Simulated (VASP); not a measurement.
# BN (P6_3/mmc) in VASP: band structure with PBE+D3(BJ)

Aim: the band structure of BN with PBE+D3(BJ).

Everything below comes from runs of VASP 6.6.1. Logs are shortened: lines on timing, memory, paths and dates and some standing lists are left out, and cuts for length are marked.

### Step 1. Starting point

Symmetry: P6_3/mmc, No. 194, hexagonal system. Conventional cell: a = 2.506 Å, b = 2.506 Å, c = 7.183 Å, α = 90.00°, β = 90.00°, γ = 120.00°. B (site symmetry -6m2) has 3 N at 1.45 Å as nearest neighbours. Around N (site symmetry -6m2) lie 3 B at 1.45 Å.

### Step 2. Band structure, PBE+D3(BJ)

The input, INCAR:

```
PREC = Accurate
ENCUT = 520
EDIFF = 1E-7
ISMEAR = 0
SIGMA = 0.02
LREAL = F
LASPH = T
NELM = 60
ALGO = Normal
ISIF = 2
LWAVE = F
LCHARG = F
GGA = PE
IVDW = 12
NBANDS = 16
```

The input, KPOINTS:

```
regular mesh
0
Gamma
  3 3 1
```

The input, POSCAR:

```
BN                                      
1.0
    2.5062864720     -0.0000000000     -0.0000000000
   -1.2531432360      2.1705077492     -0.0000000000
    0.0000000000      0.0000000000      7.1826690348
  B               N             
     2     2
Direct
     0.3333333300000021    0.6666666699999979    0.2500000000000000
     0.6666666699999979    0.3333333300000021    0.7500000000000000
     0.3333333300000021    0.6666666699999979    0.7500000000000000
     0.6666666699999979    0.3333333300000021    0.2500000000000000
```

The input, KPOINTS_OPT:

```
path GMKGALHA,LM,KH
20
line-mode
reciprocal
 0.0000000000  0.0000000000  0.0000000000  G
 0.5000000000  0.0000000000  0.0000000000  M

 0.5000000000  0.0000000000  0.0000000000  M
 0.3333333333  0.3333333333  0.0000000000  K

 0.3333333333  0.3333333333  0.0000000000  K
 0.0000000000  0.0000000000  0.0000000000  G

 0.0000000000  0.0000000000  0.0000000000  G
 0.0000000000  0.0000000000  0.5000000000  A

 0.0000000000  0.0000000000  0.5000000000  A
 0.5000000000  0.0000000000  0.5000000000  L

 0.5000000000  0.0000000000  0.5000000000  L
 0.3333333333  0.3333333333  0.5000000000  H

 0.3333333333  0.3333333333  0.5000000000  H
 0.0000000000  0.0000000000  0.5000000000  A

 0.5000000000  0.0000000000  0.5000000000  L
 0.5000000000  0.0000000000  0.0000000000  M

 0.3333333333  0.3333333333  0.0000000000  K
 0.3333333333  0.3333333333  0.5000000000  H
```

Potentials or basis: VASP PAW PBE potentials, release 64 (B, N).

Run with:

```bash
$ cat potpaw_PBE.64/B/POTCAR potpaw_PBE.64/N/POTCAR > POTCAR
$ mpirun -np 1 vasp_std > vasp.out
```

OUTCAR:

```text
PREC = Accurate
   ENCUT = 520
   EDIFF = 1E-7
   ISMEAR = 0
   LREAL = F
   LASPH = T
   NELM = 60
   ISIF = 2
   GGA = PE
   IVDW = 12
 IVDW          = 12

 ion  position               nearest neighbor table
   1  0.333  0.667  0.250-   4 1.45   4 1.45   4 1.45
   2  0.667  0.333  0.750-   3 1.45   3 1.45   3 1.45
   3  0.333  0.667  0.750-   2 1.45   2 1.45   2 1.45
   4  0.667  0.333  0.250-   1 1.45   1 1.45   1 1.45

  LATTYP: Found a hexagonal cell.
 ALAT       =     2.5062864720
 C/A-ratio  =     2.8658611516

  Lattice vectors:

 A1 = (   2.5062864720,   0.0000000000,   0.0000000000)
 A2 = (  -1.2531432360,   2.1705077492,   0.0000000000)
 A3 = (   0.0000000000,   0.0000000000,   7.1826690348)

Analysis of symmetry for initial positions (statically):
=====================================================================
 Subroutine PRICEL returns:
 Original cell was already a primitive cell.

 Routine SETGRP: Setting up the symmetry group for a
 hexagonal supercell.

 Subroutine GETGRP returns: Found 24 space group operations
 (whereof 12 operations were pure point group operations)
 out of a pool of 24 trial point group operations.

The static configuration has the point symmetry D_3d.
 The point group associated with its full space group is D_6h.

Analysis of symmetry for dynamics (positions and initial velocities):
=====================================================================
 Subroutine PRICEL returns:
 Original cell was already a primitive cell.

 Routine SETGRP: Setting up the symmetry group for a
 hexagonal supercell.

 Subroutine GETGRP returns: Found 24 space group operations
 (whereof 12 operations were pure point group operations)
 out of a pool of 24 trial point group operations.

The dynamic configuration has the point symmetry D_3d.
 The point group associated with its full space group is D_6h.

 Subroutine INISYM returns: Found 24 space group operations
 (whereof 12 operations are pure point group operations),
 and found     1 'primitive' translations

----------------------------------------------------------------------------------------

                                     Primitive cell

  volume of cell :      39.0731

  direct lattice vectors                    reciprocal lattice vectors
     2.506286472  0.000000000  0.000000000     0.398996687  0.230360845  0.000000000
    -1.253143236  2.170507749  0.000000000     0.000000000  0.460721691  0.000000000
     0.000000000  0.000000000  7.182669035     0.000000000  0.000000000  0.139224012

  length of vectors
     2.506286472  2.506286468  7.182669035     0.460721690  0.460721691  0.139224012

  position of ions in fractional coordinates (direct lattice)
     0.333333330  0.666666670  0.250000000
     0.666666670  0.333333330  0.750000000
     0.333333330  0.666666670  0.750000000
     0.666666670  0.333333330  0.250000000

  ion indices of the primitive-cell ions
   primitive index   ion index
                 1           1
                 2           2
                 3           3
                 4           4

----------------------------------------------------------------------------------------

 KPOINTS: regular mesh

Automatic generation of k-mesh.
 Grid dimensions read from file:
 generate k-points for:    3    3    1

 Generating k-lattice:

  Cartesian coordinates                     Fractional coordinates (reciprocal lattice)
     0.132998896  0.076786948  0.000000000     0.333333333  0.000000000  0.000000000
     0.000000000  0.153573897  0.000000000     0.000000000  0.333333333  0.000000000
     0.000000000  0.000000000  0.139224012     0.000000000  0.000000000  1.000000000

  Length of vectors
     0.153573897  0.153573897  0.139224012

  Shift w.r.t. Gamma in fractional coordinates (k-lattice)
     0.000000000  0.000000000  0.000000000

 Subroutine IBZKPT returns following result:
 ===========================================

 Found      3 irreducible k-points:

 Following reciprocal coordinates:
            Coordinates               Weight
  0.000000  0.000000  0.000000      1.000000
  0.333333 -0.000000  0.000000      6.000000
  0.333333  0.333333  0.000000      2.000000
   k-points           NKPTS =      3   k-points in BZ     NKDIM =      3   number of bands    NBANDS=     16
   number of dos      NEDOS =    301   number of ions     NIONS =      4
   total plane-waves  NPLWV =  21600
   dimension x,y,z NGX =    20 NGY =   20 NGZ =   54
   dimension x,y,z NGXF=    40 NGYF=   40 NGZF=  108
   ions per type =               2   2
   NGX,Y,Z   is equivalent  to a cutoff of  13.27, 13.27, 12.50 a.u.
   NGXF,Y,Z  is equivalent  to a cutoff of  26.53, 26.53, 25.00 a.u.
 SYSTEM =  unknown system
   PREC   = accura    normal or accurate (medium, high low for compatibility)
   ISTART =      0    job   : 0-new  1-cont  2-samecut
   ICHARG =      2    charge: 1-file 2-atom 10-const
   ISPIN  =      1    spin polarized calculation?
   LNONCOLLINEAR =      F non collinear calculations
   LSORBIT =      F    spin-orbit coupling
   LASPH  =      T    aspherical Exc in radial PAW
   ENCUT  =  520.0 eV  38.22 Ry    6.18 a.u.   4.66  4.66 13.36*2*pi/ulx,y,z
   NELM   =     60;   NELMIN=  2; NELMDL= -5     # of ELM steps
   EDIFF  = 0.1E-06   stopping-criterion for ELM
   LREAL  =      F    real-space projection
   EDIFFG = 0.1E-05   stopping-criterion for IOM
   NSW    =      0    number of steps for IOM
   IBRION =     -1    ionic relax: 0-MD 1-quasi-New 2-CG
   NFREE  =      0    steps in history (QN), initial steepest desc. (CG)
   ISIF   =      2    stress and relaxation
   ISYM   =      2    0-nonsym 1-usesym 2-fastsym
   POTIM  = 0.5000    time-step for ionic-motion
   TEBEG  =    0.0;   TEEND  =   0.0 temperature during run
   PSTRESS=    0.0 pullay stress
   NELECT =      16.0000    total number of electrons
   NUPDOWN=      -1.0000    fix difference up-down
   EMIN   =  10.00;   EMAX   =-10.00  energy-range for DOS
   EFERMI =   0.00;   METHOD = LEGACY
   ISMEAR =     0;   SIGMA  =   0.02  broadening in eV -4-tet -1-fermi 0-gaus
   EFERMI_NEDOS =   21; number of points for ismear=-14 and -15
   IALGO  =     38    algorithm
   IMIX   =      4    mixing-type and parameters
     AMIX     =   0.40;   BMIX     =  1.00
     AMIX_MAG =   1.60;   BMIX_MAG =  1.00
  volume/ion in A,a.u.               =       9.77        65.92
  Fermi-wavevector in a.u.,A,eV,Ry     =   1.215688  2.297318 20.108019  1.477898
  Thomas-Fermi vector in A             =   2.351067
   LORBIT       =      0    0 simple, 1 ext, 2 COOP (PROOUT), +10 PAW based schemes
   GGA     = PE    functional components
   LHFCALC =     F    Hartree Fock is set to
   AEXX    =    0.0000 exact exchange contribution
   IVDW    =    12    specifies the selected vdW correction
   LEPSILON=     F    determine dielectric tensor
   LRPA    =     F    only Hartree local field effects (RPA)
 non-spin polarized calculation
 Gauss-broadening in eV      SIGMA  =   0.02
  energy-cutoff  :      520.00
  volume of cell :       39.07
 maximum number of plane-waves:      1062
 NGX is ok and might be reduce to    18
   NGX =  9   NGY =  9   NGZ = 27

 number of electron      15.9999998 magnetization

 Free energy of the ion-electron system (eV)
  ---------------------------------------------------
  ext. energy  EPLUGINS =         0.00000000
  ---------------------------------------------------
  free energy    TOTEN  =       -34.93348194 eV

  energy without entropy =      -34.93348194  energy(sigma->0) =      -34.93348194

 E-fermi :   1.7904     XC(G=0):  -9.5260

 val. band max:        1.7003426538   @ k =   0.3333   0.3333   0.0000
 cond. band min:       6.4297466033   @ k =   0.3333   0.3333   0.0000
 fundamental gap:      4.7294039494
 Fermi energy:         1.7903886924

 k-point     1 :       0.0000    0.0000    0.0000
  band No.  band energies     occupation
      1     -15.9991      2.00000
      2     -15.8403      2.00000
      3      -4.2033      2.00000
      4      -2.7654      2.00000
      5       0.4037      2.00000
      6       0.4037      2.00000
[... 8 lines left out ...]
     15      13.3722      0.00000
     16      14.5945      0.00000

 k-point     2 :       0.3333   -0.0000    0.0000
  band No.  band energies     occupation
      1     -14.0311      2.00000
      2     -13.9194      2.00000
      3      -5.1538      2.00000
      4      -5.1171      2.00000
      5      -1.8487      2.00000
      6      -1.8200      2.00000
[... 8 lines left out ...]
     15      17.1854      0.00000
     16      20.2444      0.00000

 k-point     3 :       0.3333    0.3333    0.0000
  band No.  band energies     occupation
      1     -12.2472      2.00000
      2     -12.2472      2.00000
      3      -6.2079      2.00000
      4      -6.1228      2.00000
      5      -5.4325      2.00000
      6      -5.4325      2.00000
[... 8 lines left out ...]
     15      17.2487      0.00000
     16      19.1993      0.00000

------------------------ aborting loop because EDIFF is reached ----------------------------------------

 Edisp (eV)   -0.51187

 E8    (eV) :    -0.1485

  FORCE on cell =-STRESS in cart. coord.  units (eV):
  Direction    XX          YY          ZZ          XY          YZ          ZX
  --------------------------------------------------------------------------------------
  -------------------------------------------------------------------------------------
  Total       0.00302     0.00302     0.00524     0.00000     0.00000     0.00000
  in kB       0.12400     0.12400     0.21493     0.00000     0.00000     0.00000
  external pressure =        0.15 kB  Pullay stress =        0.00 kB

 VOLUME and BASIS-vectors are now :
 -----------------------------------------------------------------------------
  energy-cutoff  :      520.00
  volume of cell :       39.07
      direct lattice vectors                 reciprocal lattice vectors
     2.506286472  0.000000000  0.000000000     0.398996687  0.230360845  0.000000000
    -1.253143236  2.170507749  0.000000000     0.000000000  0.460721691  0.000000000
     0.000000000  0.000000000  7.182669035     0.000000000  0.000000000  0.139224012

 POSITION                                       TOTAL-FORCE (eV/Angst)
 -----------------------------------------------------------------------------------
     -0.00000      1.44701      1.79567         0.000000      0.000000      0.000000
      1.25314      0.72350      5.38700         0.000000     -0.000000      0.000000
     -0.00000      1.44701      5.38700         0.000000     -0.000000      0.000000
      1.25314      0.72350      1.79567        -0.000000      0.000000      0.000000
 -----------------------------------------------------------------------------------
    total drift:                               -0.000002      0.000001      0.000000

  FREE ENERGIE OF THE ION-ELECTRON SYSTEM (eV)
  ---------------------------------------------------
  free  energy   TOTEN  =       -35.4453470329 eV

  energy  without entropy=      -35.4453470329  energy(sigma->0) =      -35.44534703
```

Run time: 50 s. Hardware: 1 thread of Intel Xeon Platinum 8488C (Sapphire Rapids), shared host; peak memory 0.15 GiB.

Results:

```
Free energy                : -35.4453 eV
Pressure                   : 0.0 GPa
Band gap along the path    : 4.31 eV, indirect (least direct gap 4.60 eV)
Dispersion energy per atom : -0.128 eV
```

Levels at the corners of the path, in eV from the valence-band top:
```
point  band 5  band 6  band 7  band 8  band 9  band 10  band 11  band 12
    Γ   -1.35   -1.35   -1.33   -1.33    4.78     9.35    11.50    11.50
    M   -4.15   -4.12   -1.27   -0.62    4.31     5.28     9.41     9.91
    M   -4.15   -4.12   -1.27   -0.62    4.31     5.28     9.41     9.91
    K   -7.18   -7.18   -0.05   -0.05    4.68     4.68    10.94    13.08
    K   -7.18   -7.18   -0.05   -0.05    4.68     4.68    10.94    13.08
    Γ   -1.35   -1.35   -1.33   -1.33    4.78     9.35    11.50    11.50
    Γ   -1.35   -1.35   -1.33   -1.33    4.78     9.35    11.50    11.50
    A   -1.34   -1.34   -1.34   -1.34    6.74     6.74    11.53    11.53
    A   -1.34   -1.34   -1.34   -1.34    6.74     6.74    11.53    11.53
    L   -4.14   -4.14   -0.94   -0.94    4.68     4.68     9.78     9.78
    L   -4.14   -4.14   -0.94   -0.94    4.68     4.68     9.78     9.78
    H   -7.19   -7.19   -0.02   -0.02    4.58     4.58    11.97    11.97
    H   -7.19   -7.19   -0.02   -0.02    4.58     4.58    11.97    11.97
    A   -1.34   -1.34   -1.34   -1.34    6.74     6.74    11.53    11.53
    L   -4.14   -4.14   -0.94   -0.94    4.68     4.68     9.78     9.78
    M   -4.15   -4.12   -1.27   -0.62    4.31     5.28     9.41     9.91
    K   -7.18   -7.18   -0.05   -0.05    4.68     4.68    10.94    13.08
    H   -7.19   -7.19   -0.02   -0.02    4.58     4.58    11.97    11.97
```

Caveat: the k mesh is coarse (spacing up to 0.96 Å⁻¹), so the values aren't converged.
